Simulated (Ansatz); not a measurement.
The system is CuO.

```
Cu O
1.0
     4.16094    0.00000    0.00000
     0.00000    4.16094    0.00000
     0.00000    0.00000    3.88764
Cu O
3 3
Cartesian
  2.0805 0.0000 1.9438
  0.0000 2.0805 1.9438
  0.0000 0.0000 0.0000
  0.0000 0.0000 1.9438
  2.0805 0.0000 0.0000
  0.0000 2.0805 0.0000
```

Measurements of this composition are mostly on another form, of space group No. 15.

Program: Ansatz 0.2.0. Alike in all runs: potentials or basis Ansatz PAW; no spin polarisation; cell as given; k mesh 7 × 7 × 7; smearing fermi-dirac 0.05 eV.

**Question.** Order these runs on this cell by their pressure, lowest first.
A. level r2SCAN; cutoff (eV) 500; points for each segment of the path 14
B. level BLYP; cutoff (eV) 420
C. level PBEsol+U; U Cu d U = 4.5 eV; cutoff (eV) 420; points for each segment of the path 14; hubbard projectors ortho-atomic (the default); double counting fll (the default)
D. level LDA; cutoff (eV) 420

**Answer.** D (-11.5 GPa), A (-4.8 GPa), C (-3.0 GPa), B (7.5 GPa).

Caveats: an odd number of electrons without spin polarisation forces a metal; a magnetic or distorted state may lie lower; the run has no spin polarisation, though such a crystal can be magnetic; the PAW data sets come from PBE, with cores solved anew for the run's functional, which leaves a small shift of forces and pressure; the potentials were made for another functional, which shifts forces and pressure (some runs); U without spin polarisation on a metal has little footing (some runs).

Not every run made on this cell is shown here.
